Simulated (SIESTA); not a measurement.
# Ni in SIESTA: the effect of strain zz

Crystal: Ni.

```
Ni
1.0
     0.00000    1.73757    1.66807
     1.73757    0.00000    1.66807
     1.73757    1.73757    0.00000
Ni
1
Cartesian
  0.0000 0.0000 0.0000
```

The cell isn't the ideal one: cell strained along z.

Alike in all runs:

- Program: SIESTA 5.4.2
- Task: band structure
- Functional: PBEsol
- Potentials or basis: PseudoDojo 0.4 standard (PBEsol files)
- Basis: DZP (energy shift 0.003 Ry; two zetas on semicore shells)
- Grid cutoff: 800 Ry
- Energy shift: 0.003 Ry
- k mesh: 13 × 13 × 13
- Occupations: fermi-dirac, width 0.05 eV
- Spin: collinear spin, ferromagnetic start
- Starting moments: [1.0] μB

| strain zz | pressure (GPa) |
| --- | --- |
| -0.04 | 7.8 |
| -0.02 | 1.6 |
| 0 | ? |
| 0.02 | -7.0 |
| 0.04 | -10.9 |

Task: What does the run with strain zz 0 give?

Result: Pressure -2.2 GPa.

Worked out: A parabola through the other rows of the pressure, of slope -230 GPa per unit of strain zz there, gives -3.1 GPa, against the run's -2.2.

Caveats: short orbitals over semicore shells can move pressures by several GPa; the basis of atomic orbitals isn't converged, which shifts pressures, moduli and gaps.
